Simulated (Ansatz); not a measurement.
The geometry is COD entry 1534943, unchecked; take it as a test cell.

A run of Ansatz 0.2.0 printed the following.

```
Os: projections on atomic orbitals take those of the free atom 1s2 2s2 2p6 3s2 3p6 3d10 4s2 4p6 4d10 4f14 5s2 5p6 5d6 6s2, of charge +0.00 (hamiltonian.pseudopotentials.projection_atoms)
LAPW: plane waves up to 8.821 Å⁻¹, error target 5.0e-4 eV per atom; small_component_spin mean_spin; Os in spheres of 1.375 Å, 40 of its electrons in bands, Dirac shells []
Engine: ansatz 0.2.0
Pseudopotentials: kind: all_electron
Pseudopotential: Os, LAPW, valence charge 40, Koelling and Harmon's equation, gaussian nucleus
Functional definition: PBE
  parameter kappa = 0.804
  parameter beta = 0.06672455060314922
  exchange = pbe_x(kappa = kappa, mu = beta*pi^2/3)
  correlation = pbe_c(beta = beta)
Crystal: 1 atoms, lattice volume = 14.716 Å³
Basis set: ecut = 296.43441824825317 eV, 169 PW (Γ), exchange–correlation at level 2
Bands: 24, of which v1, the nominal top of the filled ones, is band 20 counted from 1 (19 counted from 0)
Symmetry: 48 space group operations
Space group: Fm-3m (ITA 225), of the structure as read, at distance tolerance 2.5e-5 Å
k-points: 104 of 2744
Non-local potential: Os, projectors of the file, none
Initial density: superposition of atomic densities (chi_scale 0.1, normalization cell)
Initial wavefunctions: plane waves of lowest kinetic energy (no species holds an atomic orbital)
Functional: x = pbe(κ = 0.804, μ = 0.2195149727645171), c = pbe(β = 0.06672455060314922)
iter 1 solved again at ethr=9.58e-5 eV; its pass at ethr=1.00e-1 eV (dr2=3.83e-2 eV) is discarded
SCF iter   1: F=—  HF=-469425.914760 eV  |F-HF|=—  |Δ(HF+E_count)|=         —  Δρ=2.44e-2  dr2=3.87e-2  ethr=9.58e-5  ⟨swp⟩=3.0  Hψ=15939  notcnv=0
preconditioner: auto → none  [metal: Δε(μ)=0.038 eV  Ē_g=41.489 eV  σ=0.050 eV  W_gap=0.19  n_scr=8 (ndim 8)  ℏωp=51.2 eV  f_vac=0.000  D(μ)=1.26/eV (n_scr^D=14)  sad-step TF]
SCF iter   2: F=—  HF=-469425.766170 eV  |F-HF|=—  |Δ(HF+E_count)|=   1.49e-1  Δρ=9.63e-3  dr2=7.76e-3  ethr=9.58e-5  ⟨swp⟩=2.5  Hψ=7763  notcnv=0
SCF iter   3: F=—  HF=-469425.760333 eV  |F-HF|=—  |Δ(HF+E_count)|=         —  Δρ=4.80e-3  dr2=1.90e-3  ethr=1.94e-5  ⟨swp⟩=2.0  Hψ=7321  notcnv=0
the basis was enlarged: its passes take 165.1 KiB over the memory plan, 1 of 1 planned eigensolver slots
SCF iter   4: F=—  HF=-469425.760218 eV  |F-HF|=—  |Δ(HF+E_count)|=   1.15e-4  Δρ=1.57e-3  dr2=2.20e-4  ethr=4.75e-6  ⟨swp⟩=2.0  Hψ=7321  notcnv=0
iter 5 solved again at ethr=6.91e-10 eV; its pass at ethr=5.51e-7 eV (dr2=2.76e-7 eV) is discarded
SCF iter   5: F=—  HF=-469425.760288 eV  |F-HF|=—  |Δ(HF+E_count)|=   6.98e-5  Δρ=5.77e-5  dr2=2.72e-7  ethr=6.91e-10  ⟨swp⟩=3.2  Hψ=12788  notcnv=0
SCF iter   6: F=-469425.760288 eV  HF=-469425.760288 eV  |F-HF|=0.00e0  |Δ(HF+E_count)|=   3.15e-7  Δρ=2.76e-6  dr2=3.76e-10  ethr=6.80e-10  ⟨swp⟩=3.0  Hψ=7465  notcnv=0
SCF 1 converged in 6 iterations: F = -469425.760288 eV  dr2 = 3.76e-10
NSCF: frozen V_eff on 99 k-points
SCF converged after 6 iterations
Free energy (F): -469425.760288 eV
Harris-Foulkes:  -469425.760288 eV  (|F-HF|=0.00e0)
Internal energy: -469425.749786 eV  (E = F + TS)
E sigma→0 (E₀):  -469425.755037 eV
Entropy (-TS):   -0.010502 eV (-10.502 meV/atom)
Fermi energy:    30.705408 eV
--- Per-component energies (eV) ---
  E_band       = -2577.927215
  E_kinetic    = 529309.537948
  E_xc         = -9258.384859
  E_electrostatic = -989476.902875  (all electrons and nuclei)
  E_smearing   = -0.010502  (= −TS)
  E_closure    = 0.000000  (closes the sum)
  E_atoms      = -469414.911302  (free atoms, spherical and without spin; not in F)
  Σ components = -469425.760288   (vs F -469425.760288, Δ=0.00e0)
  Basis errors (estimates in eV, not in F): energy 1.1e-4 per atom: plane waves 9.1e-5 (4.6e-5 summed), levels above the bands 4.8e-104, relativity 4.0e-8, radial functions 2.1e-5, core shells 5.3e-7; eigenvalues (radial functions only) 1.6e-6; not estimated: angular momenta, meshes, grids; target (lapw.basis_error) 5.0e-4; muffin-tin radii Os 1.375 Å
--- Forces (eV/Å), atoms counted from 1 ---
  atom   1  Os    -0.00000000     0.00000000     0.00000000
  max |Σ_I F_I| component: 2.30e-31 eV/Å
--- Stress (GPa, compression-positive) ---
       -9.400942       0.000000       0.000000
        0.000000      -9.400942      -0.000000
        0.000000      -0.000000      -9.400942
  P = ⅓ Tr σ = -9.4009 GPa (-94.009 kbar)
--- Band table (eV; the first three rows and the last of 104) ---
  k-point 0: bands = ["-236.6572", "-236.6572", "-236.6572", "-236.6416", "-236.6416", "-55.6671", "-16.2275", "-16.2026", "-16.2026", "-16.2026", "-16.1979", "-16.1979", "-16.1979", "-14.6154", "-14.6154", "-14.6154", "20.3547", "27.9598", "27.9598", "27.9598", "30.7940", "30.7940", "44.1382", "49.5874"]
  k-point 1: bands = ["-236.6572", "-236.6572", "-236.6572", "-236.6416", "-236.6416", "-55.6631", "-16.2271", "-16.2026", "-16.2022", "-16.2022", "-16.1987", "-16.1987", "-16.1979", "-14.6626", "-14.6217", "-14.6217", "20.5820", "27.8244", "28.0600", "28.0600", "30.7224", "30.7224", "44.5502", "48.6185"]
  k-point 2: bands = ["-236.6572", "-236.6572", "-236.6572", "-236.6416", "-236.6416", "-55.6521", "-16.2258", "-16.2028", "-16.2016", "-16.2016", "-16.2003", "-16.2003", "-16.1978", "-14.7935", "-14.6394", "-14.6394", "21.2221", "27.5131", "28.2920", "28.2920", "30.6064", "30.6064", "45.5682", "46.9683"]
  k-point 103: bands = ["-236.6572", "-236.6572", "-236.6572", "-236.6416", "-236.6416", "-55.5609", "-16.2147", "-16.2133", "-16.2127", "-16.2089", "-16.1976", "-16.1968", "-16.1961", "-15.2716", "-15.1553", "-14.9598", "25.2073", "26.1897", "27.5658", "30.1908", "33.6825", "39.6388", "39.7025", "41.1072"]
--- Löwdin populations: 1 site ---
  site symbol       q [e]
     0     Os     75.8192
  spilling = 0.002378 (of n_electrons = 76.000000)
```

The cell and starting positions:

```
CELL_PARAMETERS angstrom
0.00000 1.94500 1.94500
1.94500 0.00000 1.94500
1.94500 1.94500 0.00000
ATOMIC_POSITIONS crystal
Os 0.00000 0.00000 0.00000
```

Parts of the input that the log doesn't repeat:

```yaml
  band_path:
    path:
      - [0.0, 0.0, 0.0]
      - [0.5, 0.0, 0.5]
      - [0.625, 0.25, 0.625]
      - [0.375, 0.375, 0.75]
      - [0.0, 0.0, 0.0]
      - [0.5, 0.5, 0.5]
      - [0.5, 0.25, 0.75]
      - [0.5, 0.0, 0.5]
    npoints: 14
output:
  forces: true
  stress: true
  eigenvalues: true
  fatbands: true
  populations: true
  dos: { projected: true, de: 0.2, e_range: [-14, 8] }
```

Problem. Write the input that produced this log.

Solution. 
```yaml
crystal:
  lattice:
    - [0.0, 1.945, 1.945]
    - [1.945, 0.0, 1.945]
    - [1.945, 1.945, 0.0]
  atoms:
    - { symbol: Os, position: [0.0, 0.0, 0.0] }
kpoints:
  mp_grid: { grid: [14, 14, 14] }
  band_path:
    path:
      - [0.0, 0.0, 0.0]
      - [0.5, 0.0, 0.5]
      - [0.625, 0.25, 0.625]
      - [0.375, 0.375, 0.75]
      - [0.0, 0.0, 0.0]
      - [0.5, 0.5, 0.5]
      - [0.5, 0.25, 0.75]
      - [0.5, 0.0, 0.5]
    npoints: 14
scf:
  occupations: { method: fermi_dirac, width: 0.05 }
hamiltonian:
  xc: pbe
  pseudopotentials: { kind: all_electron, lapw: { basis_error: 0.0005 } }
output:
  forces: true
  stress: true
  eigenvalues: true
  fatbands: true
  populations: true
  dos: { projected: true, de: 0.2, e_range: [-14, 8] }
```
This is the input that was run; digits and keys that the log doesn't show could differ in an equivalent one.
